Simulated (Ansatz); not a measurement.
Crystal: CdF2.

```xyz
3
Lattice="0.0000 2.6940 2.6940 2.6940 0.0000 2.6940 2.6940 2.6940 0.0000" Properties=species:S:1:pos:R:3 pbc="T T T"
Cd    0.0000    0.0000    0.0000
F     4.0410    4.0410    4.0410
F     1.3470    1.3470    1.3470
```

- Program: Ansatz 0.2.0
- Task: relaxation of cell and atoms
- Functional: RPBE
- Potentials or basis: Ansatz PAW
- Cutoff: 420 eV (not typed: the program's choice for these potentials)
- k mesh: 9 × 9 × 9
- Occupations: fermi-dirac, width 0.05 eV
- Spin: no spin polarisation

At the start: volume 13.03 Å³/atom.

Q: How do energy, volume and symmetry change on relaxing?

A: It ends after 7 steps and the volume is 14.43 Å³/atom (+10.7 %); space group Fm-3m (No. 225, to 0.05 Å).

Step by step:
```
step  energy change (eV)  largest force (eV/Å)  volume (Å³)
   1              0.0000                0.0000        39.10
   2             -0.0981                0.0000        42.63
   3             -0.0978                0.0000        42.78
   4             -0.1204                0.0000        42.78
   5             -0.1204                0.0000        43.21
   6             -0.1202                0.0000        43.29
   7             -0.1219                0.0000        43.29
```

Final structure:
```
Cd F
1.0
     0.00000    2.78685    2.78685
     2.78685    0.00000    2.78685
     2.78685    2.78685    0.00000
Cd F
1 2
Direct
  0.00000 0.00000 0.00000
  0.75000 0.75000 0.75000
  0.25000 0.25000 0.25000
```

Caveat: the plane-wave basis is chosen anew once the cell has moved, so the energies of steps on either side of that aren't comparable; the pressure holds a Pulay correction of +0.5 GPa for the finite cutoff; the volume moved by +11 % from the deposited cell, more than functionals usually miss; the PAW data sets come from PBE, with cores solved anew for the run's functional, which leaves a small shift of forces and pressure.
